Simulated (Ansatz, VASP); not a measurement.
## Sn: VASP beside Ansatz

```
CELL_PARAMETERS angstrom
-2.94014 2.94014 1.59930
2.94014 -2.94014 1.59930
2.94014 2.94014 -1.59930
ATOMIC_POSITIONS crystal
Sn 0.00707 0.99527 0.98770
Sn 0.74919 0.24451 0.49911
```

Change from the starting cell: atoms moved at random, drawn with an rms of 0.05 Å.

Alike in both runs: task single point; functional PBE; k mesh 9 × 9 × 9; occupations fermi-dirac, width 0.05 eV; no spin polarisation.

|  | VASP | Ansatz |
| --- | --- | --- |
| version | VASP 6.6.1 | Ansatz 0.2.0 |
| potentials or method | VASP PAW PBE potentials, release 64 (Sn_d) | Ansatz PAW |
| plane-wave cutoff (eV) | 520 | 420 |
| valence electrons in the cell | 28 | 28 |

Ansatz gave:

```
gap on the k mesh at the Fermi level (eV)       : none
pressure (GPa)                                  : 1.5
largest component of the traceless stress (GPa) : 0.37
rms of the force components (eV/Å)              : 0.111
```

Q: What did VASP give for the same quantities?

A: gap on the k mesh at the Fermi level (eV): none; pressure (GPa): 1.4; largest component of the traceless stress (GPa): 0.37; rms of the force components (eV/Å): 0.111.

Atom by atom the forces differ by 0.000 eV/Å (rms over components). A gap of «none» marks a metal or a gap that the smearing closes. The functional is the same, so the differences come from potentials, cutoffs and numerics.
